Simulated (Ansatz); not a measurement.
Runs of Ansatz 0.2.0 on ZnS (Wurtzite-2H). The structure is hexagonal, space group P6_3mc (No. 186). Conventional cell: a = 3.811 Å, b = 3.811 Å, c = 6.234 Å, α = 90.00°, β = 90.00°, γ = 120.00°. Zn (site symmetry 3m) has 4 S at 2.31 to 2.40 Å as nearest neighbours. S (site symmetry 3m) has 4 Zn at 2.31 to 2.40 Å as nearest neighbours. 

```tsv
task	level	cell	cutoff (eV)	smearing	points for each segment of the path	gap on the mesh (eV)	pressure (GPa)	relaxed volume (Å³/atom)	largest force (eV/Å)
band structure	PBEsol	as given	420	fermi-dirac 0.05 eV	14	2.11	(a)	-	(b)
band structure	r2SCAN	as given	500	fermi-dirac 0.05 eV	14	2.82	0.1	-	0.32
relaxation of cell and atoms	BLYP+D4	relaxed	420	fermi-dirac 0.05 eV	-	2.14	0.0	19.75	-
relaxation of cell and atoms	BLYP+D3(BJ)	relaxed	420	fermi-dirac 0.05 eV	-	2.18	0.0	19.55	-
relaxation of cell and atoms	RPBE+D3(BJ)	relaxed	420	gaussian 0.01 eV	-	2.74	0.0	18.13	-
```

Alike in all rows: potentials or basis Ansatz PAW; no spin polarisation; k mesh 8 × 8 × 5.

Problem. Fill in the values left out.

Solution. (a) -1.3; (b) 0.31.

Caveats: the PAW data sets come from PBE, with cores solved anew for the run's functional, which leaves a small shift of forces and pressure; odd divisions of the mesh miss points on the zone boundary, where band edges often lie, so the gap on the mesh can be too wide (some runs); the plane-wave basis is chosen anew once the cell has moved, so the energies of steps on either side of that aren't comparable (some runs).

Runs at the PBE level aren't shown here.
